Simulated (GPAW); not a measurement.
# Fe (Im-3m) in GPAW: notebook

One crystal, Fe, is run at these levels: RPBE, revPBE, BLYP; tasks: band structure.

Program: GPAW 26.7.0. These are calculated values, not measurements. Logs are shortened: lines on timing, memory, paths and dates and some standing lists are left out, and cuts for length are marked. The log counts tension as positive stress, the text compression.

### Step 1. The crystal as given

Symmetry: Im-3m, No. 229, cubic system. Conventional cell: a = 2.886 Å, b = 2.886 Å, c = 2.886 Å, α = 90.00°, β = 90.00°, γ = 90.00°. Around Fe (site symmetry m-3m) lie 8 Fe at 2.50 Å.

### Step 2. Band structure, RPBE, collinear spin, ferromagnetic start

File run.py:

```python
from ase.dft.bandgap import bandgap
from ase.io import read, write
from ase.units import GPa
from gpaw import GPAW, PW

atoms = read('Fe.xyz')
atoms.set_initial_magnetic_moments([3.0])

calc = GPAW(mode=PW(600),
            xc='RPBE',
            kpts={'size': (13, 13, 13), 'gamma': True},
            occupations={'name': 'fermi-dirac', 'width': 0.05},
            nbands=12,
            convergence={'density': 1e-05, 'energy': 1e-05},
            maxiter=150,
            txt='gpaw.txt')
atoms.calc = calc
energy = atoms.get_potential_energy()
forces = atoms.get_forces()
stress = atoms.get_stress()
calc.write('gs.gpw')
write('result.traj', atoms)
print(f'Energy: {energy:.6f} eV')
print('Forces (eV/A):')
print(forces.round(4))
print('Stress (GPa):', (stress / GPa).round(3))
print('Moments:', calc.get_magnetic_moments().round(3))
print('Fermi level:', round(calc.get_fermi_level(), 4), 'eV')
print(f'Gap: {bandgap(calc)[0]:.4f} eV, direct: {bandgap(calc, direct=True)[0]:.4f} eV')

path = atoms.cell.bandpath('GHNGPH,PN', npoints=100, eps=1e-4)
bs_calc = calc.fixed_density(kpts=path, symmetry='off', nbands=19,
                             convergence={'bands': 'CBM+6.0', 'eigenstates': 1e-6}, txt='bands.txt')
bs = bs_calc.band_structure()
bs.write('bs.json')
print(f'Gap on the path: {bandgap(bs_calc)[0]:.4f} eV')
```

File Fe.xyz:

```xyz
1
Lattice="-1.4430000000 1.4430000000 1.4430000000 1.4430000000 -1.4430000000 1.4430000000 1.4430000000 1.4430000000 -1.4430000000" Properties=species:S:1:pos:R:3 pbc="T T T"
Fe     0.0000000000      0.0000000000      0.0000000000
```

Potentials or basis: the program's PAW data sets (release 1.2.1) made for this functional, pw.

Command:

```sh
$ OMP_NUM_THREADS=1 python run.py
```

gpaw.txt:

```text
__  _  _
 | _ |_)|_||  |
 |__||  | ||/\| - 26.7.0

Input parameters:
  mode=PW(ecut=600.0),
  convergence={'density': 1e-05, 'energy': 1e-05},
  kpts=MonkhorstPack(size=(13, 13, 13), gamma=True),
  maxiter=150,
  nbands=12,
  occupations=Occupations(name='fermi-dirac', width=0.05),
  xc=XC(name='RPBE')

Diagonalizing LCAO Hamiltonian
Converting LCAO to pw mode

       Fe

Atoms  # Å, Bohr magnetons
|   | symbol |        x |        y |        z |    initial magnetic moments |
|---|--------|----------|----------|----------|-----------------------------|
| 0 |     Fe | 0.000000 | 0.000000 | 0.000000 | ( 0.0000,  0.0000,  3.0000) |

Unit cell  # Å
| periodic |         x |         y |         z |  lengths |     angles |
|----------|-----------|-----------|-----------|----------|------------|
|      yes | -1.443000 |  1.443000 |  1.443000 | 2.499349 | 109.471221 |
|      yes |  1.443000 | -1.443000 |  1.443000 | 2.499349 | 109.471221 |
|      yes |  1.443000 |  1.443000 | -1.443000 | 2.499349 | 109.471221 |

Number of symmetries: 48
Symmetry operations  # r_c * U_cc + t_c -> r_c
|    | kind |            matrix            |
|----|------|------------------------------|
|  0 |  σ   |  1, 1, 1,  0, 0,-1,  0,-1, 0 |
|  1 |  C4  |  1, 1, 1,  0, 0,-1, -1, 0, 0 |
|  2 |  C2  |  1, 1, 1,  0,-1, 0,  0, 0,-1 |
|  3 |  S6  |  1, 1, 1,  0,-1, 0, -1, 0, 0 |
|  4 |  S6  |  1, 1, 1, -1, 0, 0,  0, 0,-1 |
|  5 |  C4  |  1, 1, 1, -1, 0, 0,  0,-1, 0 |
|  6 |  E   |  1, 0, 0,  0, 1, 0,  0, 0, 1 |
|  7 |  σ   |  1, 0, 0,  0, 1, 0, -1,-1,-1 |
|  8 |  σ   |  1, 0, 0,  0, 0, 1,  0, 1, 0 |
|  9 |  C3  |  1, 0, 0,  0, 0, 1, -1,-1,-1 |
| 10 |  C3  |  1, 0, 0, -1,-1,-1,  0, 1, 0 |
| 11 |  σ   |  1, 0, 0, -1,-1,-1,  0, 0, 1 |
| 12 |  σ   |  0, 1, 0,  1, 0, 0,  0, 0, 1 |
| 13 |  C2  |  0, 1, 0,  1, 0, 0, -1,-1,-1 |
| 14 |  C3  |  0, 1, 0,  0, 0, 1,  1, 0, 0 |
| 15 |  S4  |  0, 1, 0,  0, 0, 1, -1,-1,-1 |
| 16 |  S4  |  0, 1, 0, -1,-1,-1,  1, 0, 0 |
| 17 |  C3  |  0, 1, 0, -1,-1,-1,  0, 0, 1 |
| 18 |  C3  |  0, 0, 1,  1, 0, 0,  0, 1, 0 |
| 19 |  S4  |  0, 0, 1,  1, 0, 0, -1,-1,-1 |
| 20 |  σ   |  0, 0, 1,  0, 1, 0,  1, 0, 0 |
| 21 |  C3  |  0, 0, 1,  0, 1, 0, -1,-1,-1 |
| 22 |  C2  |  0, 0, 1, -1,-1,-1,  1, 0, 0 |
| 23 |  S4  |  0, 0, 1, -1,-1,-1,  0, 1, 0 |
| 24 |  C4  |  0, 0,-1,  1, 1, 1,  0,-1, 0 |
| 25 |  σ   |  0, 0,-1,  1, 1, 1, -1, 0, 0 |
| 26 |  S6  |  0, 0,-1,  0,-1, 0,  1, 1, 1 |
| 27 |  C2  |  0, 0,-1,  0,-1, 0, -1, 0, 0 |
| 28 |  C4  |  0, 0,-1, -1, 0, 0,  1, 1, 1 |
| 29 |  S6  |  0, 0,-1, -1, 0, 0,  0,-1, 0 |
| 30 |  S6  |  0,-1, 0,  1, 1, 1,  0, 0,-1 |
| 31 |  C4  |  0,-1, 0,  1, 1, 1, -1, 0, 0 |
| 32 |  C4  |  0,-1, 0,  0, 0,-1,  1, 1, 1 |
| 33 |  S6  |  0,-1, 0,  0, 0,-1, -1, 0, 0 |
| 34 |  σ   |  0,-1, 0, -1, 0, 0,  1, 1, 1 |
| 35 |  C2  |  0,-1, 0, -1, 0, 0,  0, 0,-1 |
| 36 |  C2  | -1, 0, 0,  1, 1, 1,  0, 0,-1 |
| 37 |  S6  | -1, 0, 0,  1, 1, 1,  0,-1, 0 |
| 38 |  S6  | -1, 0, 0,  0, 0,-1,  1, 1, 1 |
| 39 |  C2  | -1, 0, 0,  0, 0,-1,  0,-1, 0 |
| 40 |  C2  | -1, 0, 0,  0,-1, 0,  1, 1, 1 |
| 41 |  i   | -1, 0, 0,  0,-1, 0,  0, 0,-1 |
| 42 |  S4  | -1,-1,-1,  1, 0, 0,  0, 1, 0 |
| 43 |  C3  | -1,-1,-1,  1, 0, 0,  0, 0, 1 |
| 44 |  C3  | -1,-1,-1,  0, 1, 0,  1, 0, 0 |
| 45 |  σ   | -1,-1,-1,  0, 1, 0,  0, 0, 1 |
| 46 |  S4  | -1,-1,-1,  0, 0, 1,  1, 0, 0 |
| 47 |  C2  | -1,-1,-1,  0, 0, 1,  0, 1, 0 |

BZ-sampling:
  Number of BZ points: 2197
  Number of IBZ points: 84

  Monkhorst-Pack size: [13, 13, 13]
  Monkhorst-Pack shift: [0, 0, 0]

K-points  # in reciprocal-cell coordinates
|     |                                coordinates |     weight |
|-----|--------------------------------------------|------------|
|   0 | (  0.00000000,   0.00000000,   0.00000000) | 0.00045517 |
|   1 | (  0.07692308,   0.00000000,   0.00000000) | 0.00546199 |
|   2 | (  0.07692308,   0.07692308,  -0.07692308) | 0.00273100 |
|   3 | (  0.15384615,   0.00000000,  -0.07692308) | 0.01092399 |
|   4 | (  0.15384615,   0.00000000,   0.00000000) | 0.00546199 |
|   5 | (  0.15384615,   0.07692308,  -0.07692308) | 0.01092399 |
|   6 | (  0.15384615,   0.15384615,  -0.15384615) | 0.00273100 |
|   7 | (  0.23076923,  -0.07692308,  -0.07692308) | 0.00364133 |
|   8 | (  0.23076923,   0.00000000,  -0.07692308) | 0.02184797 |
|   9 | (  0.23076923,   0.00000000,   0.00000000) | 0.00546199 |
| ... |                                            |            |
|  83 | (  0.46153846,   0.46153846,   0.46153846) | 0.00364133 |

Plane wave coefficients: 415
Cutoff: 600.0 eV

Spin-components: 2 (collinear spins)
Bands:           12
Projectors:      6
Spin-degeneracy: 1
Datatype:        complex128

Parallelization:
  kpt:    1
  domain: 1
  band:   1

Density:
  Valence electrons: 8.0
  Components: 2
  Grid points: [15 15 15]
  Charge: 0.0  # |e|

Potential:
  Grid points: [15 15 15]

species:
  Fe:
    name:    Iron
    Z:       26.0
    valence: 8
    core:    18
    charge:  0.0  # [|e|]
    compensation charges:
      type: gauss
      rc: 0.33  # [Å]
      lmax: 2
    cutoffs:
      filter: 2.06  # [Å]
      core: 2.67  # [Å]
    projectors
    | kind |    occ | energy [eV] | rcut [Å] |
    |------|--------|-------------|----------|
    |   4s |  2.000 |      -5.218 |    1.164 |
    |   4p |  0.000 |      -1.321 |    1.058 |
    |   3d |  6.000 |      -7.447 |    1.058 |
    |    s |        |      21.993 |    1.164 |
    |    p |        |      25.890 |    1.058 |
    |    d |        |      19.764 |    1.058 |

    Using partial waves for Fe as LCAO basis

Reference energy: -34624.713500  # eV

eigensolver:
  PPCG
  Converge bands: occupied
  niter=2

density mixing:
  MSR1-Mixer
  Pratt-step length: 0.05
  Maximum mixing coefficient: 0.75
  Old densities: 10
  SVD Regularization: 0.005
  Good broyden scale: 1.0
  Trust region scale: 1.0
  Backstep threshold: 4.0
  History deletion threshold: 6.0
  Fourier metric: weight=20.0, sigma=0.015

occupation numbers:
  Fermi-Dirac:
    width: 0.0500  # eV

poisson solver:
  ecut: 4800.0  # eV

xc functional:
  name: RPBE with 2 nearest neighbor stencil

convergence criteria:
- Maximum integral of absolute [dens]ity change: 1e-05 electrons / valence electron
- Maximum [total energy] change in last 3 cyles: 1e-05 eV / valence electron
- Maximum integral of absolute [eigenst]ate change: 4e-08 eV^2 / valence electron
maximum number of iterations: 150

SCF iterations
|iter     | |      energy | eigst |  dens |  magmom |
|---------|-|-------------|-------|-------|---------|
|iter:   1| |   -8.415995 | +0.07 |       |  +3.0059|
|iter:   2| |   -8.418140 | -2.26 | -1.03 |  +2.9837|
|iter:   3| |   -8.481377 | -2.71 | -1.07 |  +2.7991|
|iter:   4| |   -8.516960 | -3.26 | -1.36 |  +2.6881|
|iter:   5| |   -8.545740 | -2.93 | -1.51 |  +2.4917|
|iter:   6| |   -8.548662 | -4.77 | -1.92 |  +2.4278|
|iter:   7| |   -8.550513 | -4.19 | -2.08 |  +2.3263|
|iter:   8| |   -8.550775 | -4.81 | -2.39 |  +2.2874|
|iter:   9| |   -8.550943 | -5.22 | -2.65 |  +2.2989|
|iter:  10| |   -8.550944 | -6.93 | -3.45 |  +2.3003|
|iter:  11| |   -8.550945c| -7.57c| -3.89 |  +2.3012|
|iter:  12| |   -8.550946c| -8.16c| -4.94 |  +2.3013|
|iter:  13| |   -8.550946c| -9.10c| -5.74c|  +2.3013|

Converged in 13 steps
Energy contributions relative to reference atoms: (reference = -34624.713500)

Energy contributions:
  Kinetic:           6.511311
  Coulomb:          -5.490468
  Zero:              0.064886
  External:          0.000000
  Xc:               -9.631814
  Entropy:          -0.009721
  Spinorbit:         0.000000
  ----------------------------
  Free energy:      -8.555806
  Extrapolated:     -8.550946

dipole moment: (-3.521945, -3.521945, -3.521945)  # |e|*Ang

Total magnetic moment: (0.000000, 0.000000, 2.301327)

Local magnetic moments
|        x |        y |        z |
|----------|----------|----------|
| 0.000000 | 0.000000 | 2.355815 |  # Fe   0

Fermi level: 9.426
Eigenvalues  # (at kpt = [0.000, 0.000, 0.000])
| band index |      eig [eV] | occ [0-1] |      eig [eV] | occ [0-1] |
|------------|---------------|-----------|---------------|-----------|
|          0 |         1.272 |     1.000 |         1.361 |     1.000 |
|          1 |         7.224 |     1.000 |         9.315 |     0.903 |
|          2 |         7.224 |     1.000 |         9.315 |     0.903 |
|          3 |         7.224 |     1.000 |         9.315 |     0.903 |
|          4 |         8.327 |     1.000 |        11.267 |     0.000 |
|          5 |         8.327 |     1.000 |        11.267 |     0.000 |
|          6 |        33.739 |     0.000 |        33.312 |     0.000 |
|          7 |        33.739 |     0.000 |        33.312 |     0.000 |
|          8 |        33.739 |     0.000 |        33.312 |     0.000 |
|          9 |        38.459 |     0.000 |        38.554 |     0.000 |
|         10 |        38.459 |     0.000 |        38.554 |     0.000 |
|         11 |        40.391 |     0.000 |        41.057 |     0.000 |

No gap
No difference between direct/indirect transitions

Forces  # eV/Ang
|        x |        y |        z |
|----------|----------|----------|
| -0.00000 | -0.00000 | -0.00000 |  # Fe   0

Stress tensor  # eV/Ang^3
|         x |         y |         z |
|-----------|-----------|-----------|
|  0.008412 | -0.000000 | -0.000000 |
| -0.000000 |  0.008412 |  0.000000 |
| -0.000000 |  0.000000 |  0.008412 |

# Writing to gs.gpw (mode='')
```

Run time: 26 s. Hardware: 1 thread of Intel Xeon Platinum 8488C (Sapphire Rapids), shared host; peak memory 0.18 GiB.

Results:

```yaml
Free_energy: -8.5558 eV
Pressure: -1.3 GPa
Band_gap_along_the_path: none (metal or under the smearing width)
Net_moment: 2.30 μB per cell
Site_moments: Fe +2.36 μB
```

Levels at the corners of the path, in eV from the Fermi level:
Spin up:
```
point  band 1  band 2  band 3  band 4  band 5  band 6
    Γ   -8.15   -2.20   -2.20   -2.20   -1.10   -1.10
    H   -4.53   -4.53    0.03    0.03    0.03    9.50
    N   -4.63   -3.19   -1.04   -0.93    0.28    0.49
    Γ   -8.15   -2.20   -2.20   -2.20   -1.10   -1.10
    P   -3.06   -3.06   -3.06   -0.90   -0.90    8.26
    H   -4.53   -4.53    0.03    0.03    0.03    9.50
    P   -3.06   -3.06   -3.06   -0.90   -0.90    8.26
    N   -4.63   -3.19   -1.04   -0.93    0.28    0.49
```
Spin down:
| point | band 1 | band 2 | band 3 | band 4 | band 5 | band 6 |
| --- | --- | --- | --- | --- | --- | --- |
| Γ | -8.07 | -0.11 | -0.11 | -0.11 | 1.84 | 1.84 |
| H | -2.60 | -2.60 | 2.43 | 2.43 | 2.43 | 9.72 |
| N | -3.29 | -1.32 | 0.47 | 1.69 | 2.08 | 2.71 |
| Γ | -8.07 | -0.11 | -0.11 | -0.11 | 1.84 | 1.84 |
| P | -1.58 | -1.58 | -1.58 | 2.13 | 2.13 | 9.16 |
| H | -2.60 | -2.60 | 2.43 | 2.43 | 2.43 | 9.72 |
| P | -1.58 | -1.58 | -1.58 | 2.13 | 2.13 | 9.16 |
| N | -3.29 | -1.32 | 0.47 | 1.69 | 2.08 | 2.71 |

### Step 3. Band structure, revPBE, collinear spin, ferromagnetic start

run.py, as its differences from that of step 2:

```diff
@@ -1,3 +1,4 @@
+from ase import Atoms
 from ase.dft.bandgap import bandgap
-from ase.io import read, write
+from ase.io import write
 from ase.units import GPa
@@ -5,3 +6,8 @@
 
-atoms = read('Fe.xyz')
+atoms = Atoms(['Fe'],
+              cell=[[-1.443, 1.443, 1.443],
+                    [1.443, -1.443, 1.443],
+                    [1.443, 1.443, -1.443]],
+              scaled_positions=[[0.0, 0.0, 0.0]],
+              pbc=True)
 atoms.set_initial_magnetic_moments([3.0])
@@ -9,3 +15,3 @@
 calc = GPAW(mode=PW(600),
-            xc='RPBE',
+            xc='revPBE',
             kpts={'size': (13, 13, 13), 'gamma': True},
@@ -30,3 +36,3 @@
 
-path = atoms.cell.bandpath('GHNGPH,PN', npoints=100, eps=1e-4)
+path = atoms.cell.bandpath('GHNGPH,PN', npoints=80, eps=1e-4)
 bs_calc = calc.fixed_density(kpts=path, symmetry='off', nbands=19,
```

Potentials or basis: the program's PAW data sets (release 1.2.1) made for this functional, pw.

Command:

```sh
$ OMP_NUM_THREADS=1 python run.py
```

Wall time 24 s (1 thread of Intel Xeon Platinum 8488C (Sapphire Rapids), shared host); peak memory 0.17 GiB.

Results (log left out):

```
Free energy             : -8.6414 eV
Pressure                : -3.1 GPa
Band gap along the path : none (metal or under the smearing width)
Net moment              : 2.29 μB per cell
Site moments            : Fe +2.34 μB
```

Levels at the corners of the path, in eV from the Fermi level:
Spin up:
| point | band 2 | band 3 | band 4 | band 5 | band 6 |
| --- | --- | --- | --- | --- | --- |
| Γ | -2.20 | -2.20 | -2.20 | -1.09 | -1.09 |
| H | -4.53 | 0.04 | 0.04 | 0.04 | 9.49 |
| N | -3.19 | -1.03 | -0.92 | 0.29 | 0.48 |
| Γ | -2.20 | -2.20 | -2.20 | -1.09 | -1.09 |
| P | -3.06 | -3.06 | -0.89 | -0.89 | 8.26 |
| H | -4.53 | 0.04 | 0.04 | 0.04 | 9.49 |
| P | -3.06 | -3.06 | -0.89 | -0.89 | 8.26 |
| N | -3.19 | -1.03 | -0.92 | 0.29 | 0.48 |
Spin down:
```csv
point,band 1,band 2,band 3,band 4,band 5,band 6
Γ,-8.06,-0.14,-0.14,-0.14,1.82,1.82
H,-2.61,-2.61,2.40,2.40,2.40,9.72
N,-3.30,-1.34,0.48,1.67,2.06,2.69
Γ,-8.06,-0.14,-0.14,-0.14,1.82,1.82
P,-1.59,-1.59,-1.59,2.10,2.10,9.16
H,-2.61,-2.61,2.40,2.40,2.40,9.72
P,-1.59,-1.59,-1.59,2.10,2.10,9.16
N,-3.30,-1.34,0.48,1.67,2.06,2.69
```

### Step 4. Band structure, BLYP, collinear spin, ferromagnetic start

run.py, as its differences from that of step 3:

```diff
@@ -1,13 +1,9 @@
-from ase import Atoms
 from ase.dft.bandgap import bandgap
-from ase.io import write
+from ase.io import read, write
 from ase.units import GPa
-from gpaw import GPAW, PW
+from gpaw import GPAW, PW, setup_paths
 
-atoms = Atoms(['Fe'],
-              cell=[[-1.443, 1.443, 1.443],
-                    [1.443, -1.443, 1.443],
-                    [1.443, 1.443, -1.443]],
-              scaled_positions=[[0.0, 0.0, 0.0]],
-              pbc=True)
+setup_paths.insert(0, '.')
+
+atoms = read('POSCAR')
 atoms.set_initial_magnetic_moments([3.0])
@@ -15,3 +11,3 @@
 calc = GPAW(mode=PW(600),
-            xc='revPBE',
+            xc='BLYP',
             kpts={'size': (13, 13, 13), 'gamma': True},
@@ -20,2 +16,3 @@
             convergence={'density': 1e-05, 'energy': 1e-05},
+            eigensolver='davidson',
             maxiter=150,
@@ -36,3 +33,3 @@
 
-path = atoms.cell.bandpath('GHNGPH,PN', npoints=80, eps=1e-4)
+path = atoms.cell.bandpath('GHNGPH,PN', npoints=60, eps=1e-4)
 bs_calc = calc.fixed_density(kpts=path, symmetry='off', nbands=19,
```

File POSCAR:

```
Fe
1.0
   -1.4430000000      1.4430000000      1.4430000000
    1.4430000000     -1.4430000000      1.4430000000
    1.4430000000      1.4430000000     -1.4430000000
Fe
1
Direct
    0.0000000000      0.0000000000      0.0000000000
```

Potentials or basis: PAW data sets generated in the run's folder for this functional, pw.

Command:

```sh
$ gpaw-setup -f BLYP Fe
$ OMP_NUM_THREADS=1 python run.py
```

Wall time 22 s (1 thread of Intel Xeon Platinum 8488C (Sapphire Rapids), shared host); peak memory 0.17 GiB.

Results (log left out):

| Quantity | Value |
| --- | --- |
| Free energy | -7.9468 eV |
| Pressure | -3.1 GPa |
| Band gap along the path | none (metal or under the smearing width) |
| Net moment | 2.18 μB per cell |
| Site moments | Fe +2.23 μB |

Levels at the corners of the path, in eV from the Fermi level:
Spin up:
| point | band 2 | band 3 | band 4 | band 5 | band 6 |
| --- | --- | --- | --- | --- | --- |
| Γ | -2.16 | -2.16 | -2.16 | -1.05 | -1.05 |
| H | -4.48 | 0.10 | 0.10 | 0.10 | 8.77 |
| N | -3.16 | -0.99 | -0.89 | 0.35 | 0.67 |
| Γ | -2.16 | -2.16 | -2.16 | -1.05 | -1.05 |
| P | -3.00 | -3.00 | -0.86 | -0.86 | 8.36 |
| H | -4.48 | 0.10 | 0.10 | 0.10 | 8.77 |
| P | -3.00 | -3.00 | -0.86 | -0.86 | 8.36 |
| N | -3.16 | -0.99 | -0.89 | 0.35 | 0.67 |
Spin down:
```tsv
point	band 1	band 2	band 3	band 4	band 5	band 6
Γ	-7.91	-0.34	-0.34	-0.34	1.65	1.65
H	-2.68	-2.68	2.20	2.20	2.20	9.80
N	-3.37	-1.53	0.70	1.48	1.87	2.49
Γ	-7.91	-0.34	-0.34	-0.34	1.65	1.65
P	-1.68	-1.68	-1.68	1.92	1.92	9.28
H	-2.68	-2.68	2.20	2.20	2.20	9.80
P	-1.68	-1.68	-1.68	1.92	1.92	9.28
N	-3.37	-1.53	0.70	1.48	1.87	2.49
```

### Step 5. Overview

```csv
level,potentials or basis,band points,eigensolver,pressure (GPa),moment (μB)
RPBE,"the program's PAW data sets (release 1.2.1) made for this functional, pw",100,-,-1.3,2.30
revPBE,"the program's PAW data sets (release 1.2.1) made for this functional, pw",80,-,-3.1,2.29
BLYP,"PAW data sets generated in the run's folder for this functional, pw",60,davidson,-3.1,2.18
```

Alike in all rows: task band structure; spin collinear, ferromagnetic start; cell as given; k mesh 13 × 13 × 13; cutoff (eV) 600; smearing fermi-dirac 0.05 eV.

Absolute energies hang on the potentials; compare differences alone.
